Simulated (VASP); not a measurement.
# Al in VASP: work function with PBE

Aim: the work function of Al with PBE.

Everything below comes from runs of VASP 6.6.1. Logs are shortened: lines on timing, memory, paths and dates and some standing lists are left out, and cuts for length are marked.

## (1) Starting point

The cell holds a slab with vacuum, 4 atoms: a = 2.912 Å, b = 2.912 Å, c = 26.383 Å, α = 90.00°, β = 90.00°, γ = 90.00°.

The cell was built by a generator and needn't be a form met in nature.

## (2) Work function, PBE

INCAR

```
SYSTEM = Al
  ALGO = Normal
  DIPOL = 0.5 0.5 0.500
  EDIFF = 1E-6
  ENCUT = 520
  GGA = PE
  IDIPOL = 3
  ISIF = 2
  ISMEAR = 1
  KPAR = 2
  LASPH = .TRUE.
  LCHARG = .TRUE.
  LDIPOL = .TRUE.
  LREAL = .FALSE.
  LVACPOTAV = .TRUE.
  LVHAR = .TRUE.
  LWAVE = .FALSE.
  NELM = 60
  PREC = Accurate
  SIGMA = 0.1
```

KPOINTS

```
k-points
0
G
  11 11 1
  0 0 0
```

POSCAR

```
Al                                      
1.0
    2.9124880100      0.0000000000      0.0000000000
    0.0000000000      2.9124880100      0.0000000000
    0.0000000000      0.0000000000     26.3833183600
  Al            
     4
Direct
     0.5000000000000000    1.0000000000000000    0.3822753791386116
     1.0000000000000000    0.5000000000000000    0.4614850535042962
     0.5000000000000000    1.0000000000000000    0.5385187564957062
     0.0000000000000000    0.5000000000000000    0.6177246208613882
```

Potentials or basis: VASP PAW PBE potentials, release 64 (Al).

On the command line:

```console
$ cat potpaw_PBE.64/Al/POTCAR > POTCAR
$ mpirun -np 2 vasp_std > vasp.out
```

OUTCAR:

```text
SYSTEM = Al
   EDIFF = 1E-6
   ENCUT = 520
   GGA = PE
   ISIF = 2
   ISMEAR = 1
   LASPH = .TRUE.
   LREAL = .FALSE.
   NELM = 60
   PREC = Accurate

 ion  position               nearest neighbor table
   1  0.500  0.000  0.382-   2 2.93   2 2.93   2 2.93   2 2.93
   2  0.000  0.500  0.461-   3 2.89   3 2.89   3 2.89   3 2.89   1 2.93   1 2.93   1 2.93   1 2.93

   3  0.500  0.000  0.539-   2 2.89   2 2.89   2 2.89   2 2.89   4 2.93   4 2.93   4 2.93   4 2.93

   4  0.000  0.500  0.618-   3 2.93   3 2.93   3 2.93   3 2.93

  LATTYP: Found a simple tetragonal cell.
 ALAT       =     2.9124880100
 C/A-ratio  =     9.0586873729

  Lattice vectors:

 A1 = (   2.9124880100,   0.0000000000,   0.0000000000)
 A2 = (   0.0000000000,   2.9124880100,   0.0000000000)
 A3 = (   0.0000000000,   0.0000000000,  26.3833183600)

Analysis of symmetry for initial positions (statically):
=====================================================================
 Subroutine PRICEL returns:
 Original cell was already a primitive cell.

 Routine SETGRP: Setting up the symmetry group for a
 simple tetragonal supercell.

 Subroutine GETGRP returns: Found 16 space group operations
 (whereof  8 operations were pure point group operations)
 out of a pool of 16 trial point group operations.

The static configuration has the point symmetry D_2d.
 The point group associated with its full space group is D_4h.

Analysis of symmetry for dynamics (positions and initial velocities):
=====================================================================
 Subroutine PRICEL returns:
 Original cell was already a primitive cell.

 Routine SETGRP: Setting up the symmetry group for a
 simple tetragonal supercell.

 Subroutine GETGRP returns: Found 16 space group operations
 (whereof  8 operations were pure point group operations)
 out of a pool of 16 trial point group operations.

The dynamic configuration has the point symmetry D_2d.
 The point group associated with its full space group is D_4h.

 Subroutine INISYM returns: Found 16 space group operations
 (whereof  8 operations are pure point group operations),
 and found     1 'primitive' translations

----------------------------------------------------------------------------------------

                                     Primitive cell

  volume of cell :     223.7988

  direct lattice vectors                    reciprocal lattice vectors
     2.912488010  0.000000000  0.000000000     0.343349053  0.000000000  0.000000000
     0.000000000  2.912488010  0.000000000     0.000000000  0.343349053  0.000000000
     0.000000000  0.000000000 26.383318360     0.000000000  0.000000000  0.037902738

  length of vectors
     2.912488010  2.912488010 26.383318360     0.343349053  0.343349053  0.037902738

  position of ions in fractional coordinates (direct lattice)
     0.500000000  0.000000000  0.382275379
     0.000000000  0.500000000  0.461485054
     0.500000000  0.000000000  0.538518756
     0.000000000  0.500000000  0.617724621

  ion indices of the primitive-cell ions
   primitive index   ion index
                 1           1
                 2           2
                 3           3
                 4           4

----------------------------------------------------------------------------------------

 KPOINTS: k-points

Automatic generation of k-mesh.
 Grid dimensions read from file:
 generate k-points for:   11   11    1

 Generating k-lattice:

  Cartesian coordinates                     Fractional coordinates (reciprocal lattice)
     0.031213550  0.000000000  0.000000000     0.090909091  0.000000000  0.000000000
     0.000000000  0.031213550  0.000000000     0.000000000  0.090909091  0.000000000
     0.000000000  0.000000000  0.037902738     0.000000000  0.000000000  1.000000000

  Length of vectors
     0.031213550  0.031213550  0.037902738

  Shift w.r.t. Gamma in fractional coordinates (k-lattice)
     0.000000000  0.000000000  0.000000000

 Subroutine IBZKPT returns following result:
 ===========================================

 Found     21 irreducible k-points:

 Following reciprocal coordinates:
            Coordinates               Weight
  0.000000  0.000000  0.000000      1.000000
  0.090909  0.000000  0.000000      4.000000
  0.181818  0.000000  0.000000      4.000000
  0.272727  0.000000  0.000000      4.000000
  0.363636  0.000000  0.000000      4.000000
  0.454545  0.000000  0.000000      4.000000
[... 13 lines left out ...]
  0.454545  0.363636  0.000000      8.000000
  0.454545  0.454545  0.000000      4.000000
   k-points           NKPTS =     21   k-points in BZ     NKDIM =     21   number of bands    NBANDS=     10
   number of dos      NEDOS =    301   number of ions     NIONS =      4
   total plane-waves  NPLWV = 112896
   dimension x,y,z NGX =    24 NGY =   24 NGZ =  196
   dimension x,y,z NGXF=    48 NGYF=   48 NGZF=  392
   ions per type =               4
   NGX,Y,Z   is equivalent  to a cutoff of  13.70, 13.70, 12.35 a.u.
   NGXF,Y,Z  is equivalent  to a cutoff of  27.40, 27.40, 24.70 a.u.
 SYSTEM =  Al
   PREC   = accura    normal or accurate (medium, high low for compatibility)
   ISTART =      0    job   : 0-new  1-cont  2-samecut
   ICHARG =      2    charge: 1-file 2-atom 10-const
   ISPIN  =      1    spin polarized calculation?
   LNONCOLLINEAR =      F non collinear calculations
   LSORBIT =      F    spin-orbit coupling
   LASPH  =      T    aspherical Exc in radial PAW
   ENCUT  =  520.0 eV  38.22 Ry    6.18 a.u.   5.42  5.42 49.06*2*pi/ulx,y,z
   NELM   =     60;   NELMIN=  2; NELMDL= -5     # of ELM steps
   EDIFF  = 0.1E-05   stopping-criterion for ELM
   LREAL  =      F    real-space projection
   EDIFFG = 0.1E-04   stopping-criterion for IOM
   NSW    =      0    number of steps for IOM
   IBRION =     -1    ionic relax: 0-MD 1-quasi-New 2-CG
   NFREE  =      0    steps in history (QN), initial steepest desc. (CG)
   ISIF   =      2    stress and relaxation
   ISYM   =      2    0-nonsym 1-usesym 2-fastsym
   POTIM  = 0.5000    time-step for ionic-motion
   TEBEG  =    0.0;   TEEND  =   0.0 temperature during run
   PSTRESS=    0.0 pullay stress
   NELECT =      12.0000    total number of electrons
   NUPDOWN=      -1.0000    fix difference up-down
   EMIN   =  10.00;   EMAX   =-10.00  energy-range for DOS
   EFERMI =   0.00;   METHOD = LEGACY
   ISMEAR =     1;   SIGMA  =   0.10  broadening in eV -4-tet -1-fermi 0-gaus
   EFERMI_NEDOS =   21; number of points for ismear=-14 and -15
   IALGO  =     38    algorithm
   IMIX   =      4    mixing-type and parameters
     AMIX     =   0.40;   BMIX     =  1.00
     AMIX_MAG =   1.60;   BMIX_MAG =  1.00
  volume/ion in A,a.u.               =      55.95       377.57
  Fermi-wavevector in a.u.,A,eV,Ry     =   0.617328  1.166581  5.185098  0.381094
  Thomas-Fermi vector in A             =   1.675374
   LORBIT       =      0    0 simple, 1 ext, 2 COOP (PROOUT), +10 PAW based schemes
   GGA     = PE    functional components
   LHFCALC =     F    Hartree Fock is set to
   AEXX    =    0.0000 exact exchange contribution
   IVDW    =     0    specifies the selected vdW correction
   LEPSILON=     F    determine dielectric tensor
   LRPA    =     F    only Hartree local field effects (RPA)
 non-spin polarized calculation
 Methfessel and Paxton  Order N= 1 SIGMA  =   0.10
  energy-cutoff  :      520.00
  volume of cell :      223.80
 maximum number of plane-waves:      6083
 NGX is ok and might be reduce to    24
   NGX = 11   NGY = 11   NGZ = 99

 number of electron      12.0000000 magnetization

 dipolmoment           0.000000      0.000000     -0.000306 electrons x Angstroem

 Free energy of the ion-electron system (eV)
  ---------------------------------------------------
  ext. energy  EPLUGINS =         0.00000000
  ---------------------------------------------------
  free energy    TOTEN  =       -13.89676543 eV

  energy without entropy =      -13.89810234  energy(sigma->0) =      -13.89721107

 E-fermi :  -0.5860     XC(G=0):  -3.8665

 val. band max:       -0.6031527024   @ k =   0.3636   0.0909   0.0000
 cond. band min:      -0.5139244485   @ k =   0.2727   0.0909   0.0000
 fundamental gap:      0.0892282539
 Fermi energy:        -0.5860292888

 k-point     1 :       0.0000    0.0000    0.0000
  band No.  band energies     occupation
      1     -10.9291      2.00000
      2      -9.5524      2.00000
      3      -7.5454      2.00000
      4      -4.7972      2.00000
      5      -2.4880      2.00000
      6       0.8549     -0.00000
      7       2.8508      0.00000
      8       3.6709      0.00000
      9       3.8607      0.00000
     10       4.9488      0.00000

 k-point     2 :       0.0909    0.0000    0.0000
  band No.  band energies     occupation
      1     -10.7853      2.00000
      2      -9.4097      2.00000
      3      -7.4042      2.00000
      4      -4.6570      2.00000
      5      -2.3543      2.00000
      6       0.9867     -0.00000
      7       2.7160      0.00000
      8       2.9915      0.00000
      9       3.8160      0.00000
     10       3.9773      0.00000

 k-point     3 :       0.1818    0.0000    0.0000
  band No.  band energies     occupation
      1     -10.3547      2.00000
      2      -8.9824      2.00000
      3      -6.9815      2.00000
      4      -4.2378      2.00000
      5      -1.9553      2.00000
      6       0.2551     -0.00000
      7       1.4201      0.00000
      8       1.5783      0.00000
      9       3.4238      0.00000
     10       3.4809      0.00000
[... 209 lines left out ...]
 k-point    20 :       0.4545    0.3636    0.0000
  band No.  band energies     occupation
      1      -5.1589      2.00000
      2      -3.8427      2.00000
      3      -3.6727      2.00000
      4      -2.3760      2.00000
      5      -1.8909      2.00000
      6      -0.4918     -0.03606
      7      -0.4213     -0.04179
      8       0.7778     -0.00000
      9       0.8317     -0.00000
     10       1.0757     -0.00000

 k-point    21 :       0.4545    0.4545    0.0000
  band No.  band energies     occupation
      1      -3.9633      2.00000
      2      -2.9376      2.00000
      3      -2.6509      2.00000
      4      -1.7054      2.00000
      5      -1.6493      2.00000
      6      -0.7531      2.03969
      7      -0.7316      2.05916
      8      -0.2993     -0.00038
      9       0.2118     -0.00000
     10       0.6339     -0.00000

------------------------ aborting loop because EDIFF is reached ----------------------------------------

  FORCE on cell =-STRESS in cart. coord.  units (eV):
  Direction    XX          YY          ZZ          XY          YZ          ZX
  --------------------------------------------------------------------------------------
  -------------------------------------------------------------------------------------
  Total       -3.5674181     -3.5674181     -0.0520507      0.0000000      0.0000000     -0.0000000
  in kB      -25.5391760    -25.5391760     -0.3726316      0.0000000      0.0000000     -0.0000000
  external PRESSURE =     -17.1503279 kB  Pullay stress =       0.0000000 kB

 VOLUME and BASIS-vectors are now :
 -----------------------------------------------------------------------------
  energy-cutoff  :      520.00
  volume of cell :      223.80
      direct lattice vectors                 reciprocal lattice vectors
     2.912488010  0.000000000  0.000000000     0.343349053  0.000000000  0.000000000
     0.000000000  2.912488010  0.000000000     0.000000000  0.343349053  0.000000000
     0.000000000  0.000000000 26.383318360     0.000000000  0.000000000  0.037902738

 POSITION                                       TOTAL-FORCE (eV/Angst)
 -----------------------------------------------------------------------------------
      1.45624      0.00000     10.08569         0.000000     -0.000000      0.011942
      0.00000      1.45624     12.17551        -0.000000     -0.000000     -0.012158
      1.45624      0.00000     14.20791         0.000000      0.000000      0.012158
      0.00000      1.45624     16.29763        -0.000000     -0.000000     -0.011942
 -----------------------------------------------------------------------------------
    total drift:                               -0.000000      0.000000     -0.007518

  FREE ENERGIE OF THE ION-ELECTRON SYSTEM (eV)
  ---------------------------------------------------
  free  energy   TOTEN  =       -13.8967654308 eV

  energy  without entropy=      -13.8981023397  energy(sigma->0) =      -13.89721107

 vacuum level on the upper side and lower side of the slab         3.726         3.733
```

It took 18 s on 2 MPI ranks of Intel Xeon 6975P-C (Granite Rapids), shared host; peak memory 0.32 GiB.

What came out:

| Quantity | Value |
| --- | --- |
| Free energy | -13.8968 eV |
| Largest force | 0.012 eV/Å |
| Band gap on the k mesh | none (metal or under the smearing width) |
| Work function of the upper face | 4.31 eV |
| Work function of the lower face | 4.32 eV |

Forces in eV/Å, atoms in the order of the input:
```
Al   0.000  0.000  0.012
Al   0.000  0.000 -0.012
Al   0.000  0.000  0.012
Al   0.000  0.000 -0.012
```
